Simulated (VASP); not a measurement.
Mg2Si:

```
CELL_PARAMETERS angstrom
0.00000 3.16982 3.16982
3.16982 0.00000 3.16982
3.16982 3.16982 0.00000
ATOMIC_POSITIONS crystal
Mg 0.25000 0.25000 0.25000
Mg 0.75000 0.75000 0.75000
Si 0.00000 0.00000 0.00000
```

The cell is a database's computed one.

- Program: VASP 6.6.1
- Task: relaxation of cell and atoms
- Functional: PBE
- Dispersion: D3(BJ)
- Potentials or basis: VASP PAW PBE potentials, release 64 (Mg, Si)
- Cutoff: 600 eV
- k mesh: 10 × 10 × 10
- Occupations: gaussian, width 0.1 eV
- Spin: no spin polarisation

At the start: pressure -1.9 GPa; volume 21.23 Å³/atom.

**Question.** How do energy, volume and symmetry change on relaxing?

**Answer.** Over 3 steps the energy falls by 4.2 meV/atom and the volume is 20.53 Å³/atom (-3.3 %); space group Fm-3m (No. 225, to 0.05 Å).

The path:
| step | energy change (eV) | largest force (eV/Å) | pressure (GPa) | volume (Å³) |
| --- | --- | --- | --- | --- |
| 1 | 0.0000 | 0.0000 | -1.87 | 63.70 |
| 2 | -0.0125 | 0.0000 | 0.15 | 61.44 |
| 3 | -0.0126 | 0.0000 | 0.00 | 61.60 |

Final structure:
```cif
data_structure
_symmetry_space_group_name_H-M 'P 1'
_symmetry_Int_Tables_number 1
_cell_length_a 4.4329
_cell_length_b 4.4329
_cell_length_c 4.4329
_cell_angle_alpha 60.000
_cell_angle_beta 60.000
_cell_angle_gamma 60.000
_cell_volume 61.60
loop_
_atom_site_label
_atom_site_type_symbol
_atom_site_fract_x
_atom_site_fract_y
_atom_site_fract_z
_atom_site_occupancy
Mg1 Mg 0.25000 0.25000 0.25000 1
Mg2 Mg 0.75000 0.75000 0.75000 1
Si1 Si 0.00000 0.00000 0.00000 1
```
